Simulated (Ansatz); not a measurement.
Geometry optimisation in Ansatz: input, command and trajectory.

```yaml
crystal:
  lattice:
    - [6.879169, -0.026738, -0.334986]
    - [-0.026738, 7.224903, 0.212857]
    - [-0.334986, 0.212857, 7.133277]
  atoms:
    - { symbol: In, position: [0.9162596369, 0.3400432318, 0.2315994958] }
    - { symbol: In, position: [0.8941384671, 0.8522350732, 0.5421115803] }
    - { symbol: In, position: [0.247399181, 0.8809136315, 0.3280524571] }
    - { symbol: In, position: [0.1283980254, 0.2744267474, 0.6651767176] }
    - { symbol: In, position: [0.7106409587, 0.4845290722, 0.8577496481] }
    - { symbol: In, position: [0.6347032923, 0.9700715169, 0.1544155785] }
    - { symbol: P, position: [0.7447269428, 0.2622708992, 0.6042992792] }
    - { symbol: P, position: [0.423270938, 0.1600712653, 0.4627443045] }
    - { symbol: P, position: [0.0852865796, 0.6029867253, 0.9601975113] }
    - { symbol: P, position: [0.9328042573, 0.7515367676, 0.1552440443] }
    - { symbol: P, position: [0.4979148935, 0.30392441, 0.1707479828] }
    - { symbol: P, position: [0.3995555625, 0.5539726394, 0.3795371732] }
  symmetry: { detect: false }
basis:
  ecutwfc: 420
kpoints:
  mp_grid: { grid: [2, 2, 2], shift: [0.5, 0.5, 0.5] }
hamiltonian:
  xc: pbesol
scf:
  occupations: { method: gaussian, width: 0.1 }
  lower_state_search: "off"
output:
  forces: true
  stress: true
  eigenvalues: true
relax:
  adjacent_minimum: "off"
  f_tol: 0.04
  max_steps: 70
  cell: { stress_tol: 0.3 }
```

```bash
ansatz run input.yaml --threads 2 --pin off --max-ram 5120MiB --backend cpu --events-out ev --progress --plain --runs-dir out
```

Method: DFT PBEsol, scalar-relativistic, plane waves, PAW (Ansatz 0.2.0).

Of 25 frames 10 are shown, positions in Å and forces in eV/Å; the SCF threshold varies from step to step. Steps run on the plane waves of an earlier cell, with a Pulay correction in the pressure. The basis is chosen afresh for the last frame, the zero of the energies, and can be on the way; energy and pressure step there, also at an unchanged geometry.

```xyz
12
Lattice="6.8792 -0.0267 -0.3350 -0.0267 7.2249 0.2129 -0.3350 0.2129 7.1333" Properties=species:S:1:pos:R:3:forces:R:3 pbc="T T T" step=1 free_energy_over_end_meV_per_atom=471.14 pressure_GPa=-2.14
In    6.2164    2.4816    1.4175    0.4040    0.0700    0.5170
In    5.9465    6.2488    3.7489   -0.4590   -0.1310    0.6800
In    1.5685    6.4277    2.4447    0.4850   -0.5090   -0.3040
In    0.6531    2.1209    4.7603    0.4120    0.4660   -0.1260
In    4.5883    3.6643    5.9836   -0.4230    0.3650    0.1150
In    4.2886    7.0246    1.0954   -0.2290   -0.5020   -0.3070
P     4.9137    2.0036    4.1170   -0.6160   -0.9520   -0.6240
P     2.7525    1.2437    3.1932    1.0040    1.6060   -0.0420
P     0.2489    4.5586    6.9491   -0.0410   -0.1790   -0.3970
P     6.3448    5.4379    0.9549   -0.1430   -0.2180    0.0920
P     3.3599    2.2189    1.1159   -0.9290    0.9920    0.5550
P     2.6067    4.0725    2.6914    0.5350   -1.0090   -0.1580
12
Lattice="6.6792 -0.2689 -0.4291 -0.2785 6.7981 0.3438 -0.4483 0.3520 6.7540" Properties=species:S:1:pos:R:3:forces:R:3 pbc="T T T" step=4 free_energy_over_end_meV_per_atom=220.59 pressure_GPa=-0.19
In    6.0325    2.1397    1.4111   -0.0720   -0.0330   -0.0950
In    5.3400    5.6518    3.7650    0.0210   -0.0480    0.0820
In    1.3994    5.8927    2.4018   -0.0580   -0.0050    0.0210
In    0.6796    2.3877    4.6927    0.1850    0.1610    0.3640
In    3.9179    3.4701    5.5456   -0.0650   -0.0480   -0.2160
In    3.7768    6.4123    0.7926    0.0440    0.1420   -0.3590
P     4.6359    1.4254    3.9798    0.0520   -0.6690    0.6640
P     2.6857    1.3798    3.0831   -0.0850   -0.2700   -0.1990
P    -0.1230    4.4498    6.3637   -0.2730    0.4880   -0.3880
P     5.9047    4.8337    0.8884    0.1030   -0.1940   -0.0880
P     2.9745    2.2654    0.9462   -0.1900    0.0840    0.2200
P     2.6960    3.6118    2.7314    0.3380    0.3900   -0.0050
12
Lattice="6.5404 -0.3000 -0.4677 -0.3094 6.8201 0.3896 -0.4823 0.3992 6.7552" Properties=species:S:1:pos:R:3:forces:R:3 pbc="T T T" step=6 free_energy_over_end_meV_per_atom=156.25 pressure_GPa=-0.49
In    5.8683    2.1143    1.3845    0.0040   -0.0410   -0.0270
In    5.1743    5.6609    3.7423    0.0180    0.1420   -0.3180
In    1.3393    5.9130    2.4274    0.1090    0.0270    0.0020
In    0.6870    2.4742    4.8289    0.1550    0.0250    0.2670
In    3.7444    3.4711    5.4774   -0.0990   -0.1260   -0.1120
In    3.6789    6.4626    0.6732    0.0120    0.0790   -0.3040
P     4.4627    1.1853    4.2093   -0.4090   -0.4920    0.4910
P     2.5985    1.3604    3.0491    0.0880   -0.0910   -0.0180
P    -0.2595    4.6685    6.2459   -0.1240    0.2390   -0.0730
P     5.7639    4.7954    0.8468    0.0830    0.0060   -0.2590
P     2.8404    2.3189    1.0006    0.0030    0.0300    0.2640
P     2.7174    3.6925    2.7626    0.1590    0.2020    0.0890
12
Lattice="6.1117 -0.2982 -0.5184 -0.3036 6.9125 0.4605 -0.5086 0.4685 6.8571" Properties=species:S:1:pos:R:3:forces:R:3 pbc="T T T" step=9 free_energy_over_end_meV_per_atom=79.77 pressure_GPa=-0.03
In    5.5327    2.2103    1.4453    0.0470   -0.0080   -0.0520
In    4.7344    5.8454    3.5086   -0.1360    0.0240   -0.0480
In    1.2915    6.0707    2.4254    0.0550    0.0940   -0.1740
In    0.6129    2.4195    5.2367   -0.1440   -0.1860    0.2840
In    3.4712    3.4396    5.5467    0.1400   -0.0510    0.0450
In    3.4357    6.6020    0.4868   -0.1710   -0.1640    0.0080
P     3.9661    0.9807    4.5062   -0.0400    0.0990   -0.2730
P     2.2327    1.3710    3.1613   -0.0340   -0.2710    0.1730
P    -0.2311    4.9217    6.1124    0.2640    0.0740   -0.1340
P     5.4465    4.8693    0.5879   -0.1170    0.1400    0.0610
P     2.6132    2.4796    1.2982    0.0160    0.0920    0.1500
P     2.5658    3.8957    3.0148    0.1200    0.1570   -0.0400
12
Lattice="5.8688 -0.3009 -0.5493 -0.3053 6.9499 0.4814 -0.5274 0.4893 6.8876" Properties=species:S:1:pos:R:3:forces:R:3 pbc="T T T" step=12 free_energy_over_end_meV_per_atom=32.10 pressure_GPa=0.08
In    5.2388    2.1284    1.4180   -0.0870   -0.0750    0.0010
In    4.5432    5.9560    3.4560    0.2230    0.0300    0.0220
In    1.1809    6.2690    2.2468   -0.1820    0.0450   -0.0810
In    0.5165    2.2381    5.7444   -0.0210    0.0600    0.1320
In    3.3671    3.4287    5.5579   -0.1010    0.0150   -0.0500
In    3.1592    6.4008    0.2031   -0.2130   -0.2320   -0.0250
P     3.7688    0.9760    4.4405    0.2040    0.1160   -0.1700
P     1.9102    1.3382    3.2923   -0.1290    0.0600    0.0190
P     0.1060    5.0999    6.0046    0.2250    0.0960   -0.0320
P     5.2373    4.7275    0.3338    0.0260   -0.1090    0.0330
P     2.4173    2.6501    1.6074    0.0580    0.0210    0.0940
P     2.5050    4.2305    3.1234   -0.0020   -0.0270    0.0560
12
Lattice="5.7465 -0.3028 -0.5311 -0.3067 6.9380 0.4738 -0.4990 0.4795 6.9616" Properties=species:S:1:pos:R:3:forces:R:3 pbc="T T T" step=14 free_energy_over_end_meV_per_atom=12.47 pressure_GPa=-0.04
In    5.0521    2.0030    1.4181   -0.0870   -0.0320    0.0640
In    4.5755    5.9556    3.5429    0.0880   -0.0020   -0.0110
In    1.1053    6.3509    2.2130    0.0520    0.0700   -0.0850
In    0.4876    2.2524    6.0063    0.0540    0.0350    0.0320
In    3.2535    3.4113    5.5967   -0.2060   -0.1030   -0.0460
In    2.9359    6.1505   -0.0172    0.0490    0.0340    0.0190
P     3.7536    0.9793    4.4568    0.0880    0.0240    0.0480
P     1.8335    1.3742    3.3848   -0.0550    0.0770   -0.1050
P     0.3002    5.1465    6.0441   -0.3270   -0.1610    0.0960
P     5.1512    4.5787    0.3017    0.1840    0.0550   -0.1300
P     2.3629    2.7369    1.7486    0.1240   -0.0270    0.0930
P     2.4774    4.3603    3.2123    0.0360    0.0300    0.0260
12
Lattice="5.6229 -0.2619 -0.4916 -0.2605 6.9154 0.5076 -0.4457 0.5072 7.0661" Properties=species:S:1:pos:R:3:forces:R:3 pbc="T T T" step=17 free_energy_over_end_meV_per_atom=5.10 pressure_GPa=0.07
In    4.9436    2.0069    1.5318   -0.0380    0.0250    0.0230
In    4.6357    5.9681    3.6502    0.1100    0.0150    0.0300
In    1.1922    6.4531    2.1606   -0.0490    0.0030    0.0040
In    0.4558    2.2165    6.2423   -0.0030    0.0010   -0.0470
In    3.1040    3.4177    5.7430   -0.0420   -0.0250    0.0170
In    2.9112    6.0689   -0.1205   -0.0650   -0.0030   -0.0070
P     3.7514    1.0401    4.4952    0.0930    0.0010    0.0590
P     1.7921    1.4324    3.4479   -0.1220    0.0820   -0.0580
P     0.3026    5.0596    6.1667    0.0530    0.0440    0.0270
P     5.0717    4.5566    0.3825    0.0970   -0.0350   -0.0260
P     2.3955    2.8584    1.9099    0.0650   -0.0070    0.0090
P     2.5072    4.4992    3.3531   -0.1000   -0.1010   -0.0310
12
Lattice="5.6259 -0.1540 -0.4228 -0.1474 6.9136 0.4587 -0.3752 0.4562 6.9856" Properties=species:S:1:pos:R:3:forces:R:3 pbc="T T T" step=20 free_energy_over_end_meV_per_atom=2.37 pressure_GPa=0.06
In    5.0058    2.0903    1.6451    0.0370   -0.0110   -0.0780
In    4.7490    5.9092    3.6649   -0.1050   -0.0200    0.0130
In    1.2409    6.5197    2.0981    0.0610   -0.0230    0.0200
In    0.5098    2.1440    6.0352   -0.0470   -0.0550   -0.0250
In    3.1789    3.4401    5.7847    0.0060    0.0550    0.0340
In    3.0535    6.1532   -0.1073    0.0140    0.0370    0.0370
P     3.8104    1.0993    4.4524    0.0110   -0.0460    0.0060
P     1.8126    1.5364    3.3734    0.0310   -0.0820    0.0140
P     0.5587    5.0020    6.0564   -0.0070   -0.0200   -0.1400
P     5.2365    4.5900    0.3933   -0.0770    0.0150    0.0590
P     2.5061    2.9631    1.8840   -0.0500    0.0250   -0.0220
P     2.5367    4.5515    3.3794    0.1270    0.1250    0.0830
12
Lattice="5.5970 -0.0668 -0.3674 -0.0577 6.9578 0.3811 -0.3135 0.3767 6.9948" Properties=species:S:1:pos:R:3:forces:R:3 pbc="T T T" step=22 free_energy_over_end_meV_per_atom=-0.10 pressure_GPa=-0.11
In    5.0627    2.1841    1.5973    0.0510   -0.0320   -0.0120
In    4.8276    5.9529    3.6687   -0.0380   -0.0360   -0.0600
In    1.3490    6.5215    2.0699    0.0470    0.0010    0.0370
In    0.5181    2.0404    5.9433    0.0170    0.0140    0.0020
In    3.1854    3.4697    5.8892    0.0050    0.0460    0.0010
In    3.1100    6.2749   -0.1560    0.0310   -0.0390    0.0110
P     3.8214    1.0973    4.4835   -0.1540    0.0490   -0.0610
P     1.8280    1.5613    3.3584    0.1060   -0.0110   -0.0010
P     0.7010    4.9656    5.9554    0.0140   -0.0340    0.0460
P     5.3041    4.6879    0.3718   -0.0570    0.0280   -0.0180
P     2.5815    3.0428    1.9396   -0.0230   -0.0160    0.0410
P     2.6367    4.6235    3.4561    0.0020    0.0280    0.0140
12
Lattice="5.6059 -0.0640 -0.3699 -0.0549 6.9413 0.3822 -0.3163 0.3770 6.9986" Properties=species:S:1:pos:R:3:forces:R:3 pbc="T T T" step=25 free_energy_over_end_meV_per_atom=0.00 pressure_GPa=-0.02
In    5.0911    2.1666    1.5722   -0.0090    0.0070   -0.0010
In    4.8295    5.9461    3.6468    0.0090   -0.0060    0.0010
In    1.3804    6.4950    2.0850   -0.0200   -0.0070    0.0030
In    0.5153    2.0390    5.9310   -0.0030    0.0000   -0.0050
In    3.1851    3.4741    5.9058    0.0010    0.0060    0.0020
In    3.1114    6.2589   -0.1582   -0.0010   -0.0090   -0.0020
P     3.8025    1.1053    4.4860   -0.0310    0.0090    0.0020
P     1.8407    1.5555    3.3572    0.0380   -0.0120    0.0150
P     0.6863    4.9579    5.9634    0.0020    0.0070   -0.0060
P     5.2978    4.6903    0.3720    0.0100   -0.0070   -0.0020
P     2.6024    3.0363    1.9507    0.0180    0.0200   -0.0100
P     2.6446    4.6110    3.4761   -0.0130   -0.0080    0.0010
```

Time: 2.4 min on 2 threads of Arm Neoverse V2, with other jobs on the host, peak memory 0.59 GiB.

The k mesh is coarse.